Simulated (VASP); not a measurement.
# BaTe: forms and broadenings of the independent-particle spectrum

BaTe, Pm-3m (no. 221), 2 atoms in the cell. PBE, independent-particle dielectric function; PAW potentials Ba_sv, Te (PBE set).

## Input

INCAR.step1:
```
SYSTEM = BaTe
PREC = Accurate
ENCUT = 230
ISMEAR = 0
SIGMA = 0.02
EDIFF = 1E-8
LASPH = .True.
KPAR = 4
LWAVE = .False.
LCHARG = .False.
LEPSILON = .True.
```

INCAR.step2, as INCAR.step1 but for:
```
- LWAVE = .False.
- LEPSILON = .True.
+ LWAVE = .True.
+ NBANDS = 40
```

INCAR.step3:
```
SYSTEM = BaTe
PREC = Accurate
ENCUT = 230
ISMEAR = 0
SIGMA = 0.02
EDIFF = 1E-7
LASPH = .True.
KPAR = 4
LWAVE = .False.
LCHARG = .False.
LOPTICS = .True.
NBANDS = 40
NEDOS = 2000
CSHIFT = 0.1
ALGO = None
NELM = 1
ISTART = 1
```

INCAR.step4, as INCAR.step3 but for:
```
+ LNABLA = .True.
```

INCAR.step5, as INCAR.step4 but for:
```
- LNABLA = .True.
+ LPEAD = .True.
+ IPEAD = 3
```

INCAR.step6, as INCAR.step5 but for:
```
- IPEAD = 3
+ IPEAD = 2
```

INCAR.step7 changes the same tag again: IPEAD = 4.

INCAR.step8, as INCAR.step7 but for:
```
- CSHIFT = 0.1
- LPEAD = .True.
- IPEAD = 4
+ CSHIFT = 0.3
```

INCAR.step9, as INCAR.step8 but for:
```
- CSHIFT = 0.3
+ CSHIFT = 0.03
```

INCAR.step10 changes the same tag again: CSHIFT = 0.01.

INCAR.step11, as INCAR.step10 but for:
```
- ISMEAR = 0
- CSHIFT = 0.01
+ ISMEAR = -5
+ CSHIFT = 0.1
```

INCAR.step12, as INCAR.step11 but for:
```
- ISMEAR = -5
- SIGMA = 0.02
+ ISMEAR = 0
+ SIGMA = 0.2
```

INCAR.step13, as INCAR.step12 but for:
```
- SIGMA = 0.2
+ SIGMA = 0.02
+ OMEGAMAX = 12
```

INCAR.step14, as INCAR.step13 but for:
```
- OMEGAMAX = 12
+ OMEGAMAX = 60
```

KPOINTS:
```
k-points
0
Gamma
  10 10 10
```

POSCAR:
```
BaTe
1.0
    4.2624660000      0.0000000000      0.0000000000
    0.0000000000      4.2624660000      0.0000000000
    0.0000000000      0.0000000000      4.2624660000
Ba Te
1 1
Direct
    0.0000000000      0.0000000000      0.0000000000
    0.5000000000      0.5000000000      0.5000000000
```

Commands (each step's output is kept before the next begins):
```
cat potpaw_PBE.64/Ba_sv/POTCAR potpaw_PBE.64/Te/POTCAR > POTCAR
cp INCAR.step1 INCAR
mpirun -np 4 vasp_std > vasp.out
rm WAVECAR CHG
cp INCAR.step2 INCAR
mpirun -np 4 vasp_std > vasp.out
cp INCAR.step3 INCAR
mpirun -np 4 vasp_std > vasp.out
cp INCAR.step4 INCAR
mpirun -np 4 vasp_std > vasp.out
cp INCAR.step5 INCAR
mpirun -np 4 vasp_std > vasp.out
cp INCAR.step6 INCAR
mpirun -np 4 vasp_std > vasp.out
cp INCAR.step7 INCAR
mpirun -np 4 vasp_std > vasp.out
cp INCAR.step8 INCAR
mpirun -np 4 vasp_std > vasp.out
cp INCAR.step9 INCAR
mpirun -np 4 vasp_std > vasp.out
cp INCAR.step10 INCAR
mpirun -np 4 vasp_std > vasp.out
cp INCAR.step11 INCAR
mpirun -np 4 vasp_std > vasp.out
cp INCAR.step12 INCAR
mpirun -np 4 vasp_std > vasp.out
cp INCAR.step13 INCAR
mpirun -np 4 vasp_std > vasp.out
cp INCAR.step14 INCAR
mpirun -np 4 vasp_std > vasp.out
```

## Result

- Direct gap on the mesh (eV): 0.99
- Gap on the mesh (eV): 0.79
- Bands: 40

One ground state, settings moved in the last step alone:

| Settings | ε at zero frequency | Mean energy of the absorption, weighted by Im ε (eV) | Time (s) |
|---|---|---|---|
| longitudinal form, CSHIFT 0.1 | 9.10 | 4.93 | 3 |
| transversal form (LNABLA) | 9.20 | 4.99 | 3 |
| finite differences (LPEAD), order 3 | 8.78 | 4.98 | 5 |
| finite differences (LPEAD), order 2 | 8.72 | 4.99 | 4 |
| finite differences (LPEAD), order 4 | 8.80 | 4.98 | 6 |
| CSHIFT 0.3 | 9.02 | 4.99 | 3 |
| CSHIFT 0.03 | 9.11 | 4.95 | 3 |
| CSHIFT 0.01 | 9.11 | 4.95 | 3 |
| tetrahedron method | 8.79 | 5.01 | 4 |
| SIGMA 0.2 | 9.12 | 4.93 | 3 |
| OMEGAMAX 12, which cuts the spectrum short | 8.65 | 4.92 | 3 |
| OMEGAMAX 60 | 9.10 | 4.93 | 3 |

The mean energy covers the spectrum up to 12 eV.

On the same mesh, density-functional perturbation theory with local fields gives ε = 8.49.

Limits: Spin-orbit coupling is left out, which can matter with atoms this heavy.

VASP 6.6.1 took 132 s on 4 cores (Intel Xeon Platinum 8259CL @ 2.50GHz (Skylake/Cascade Lake)), a shared host.
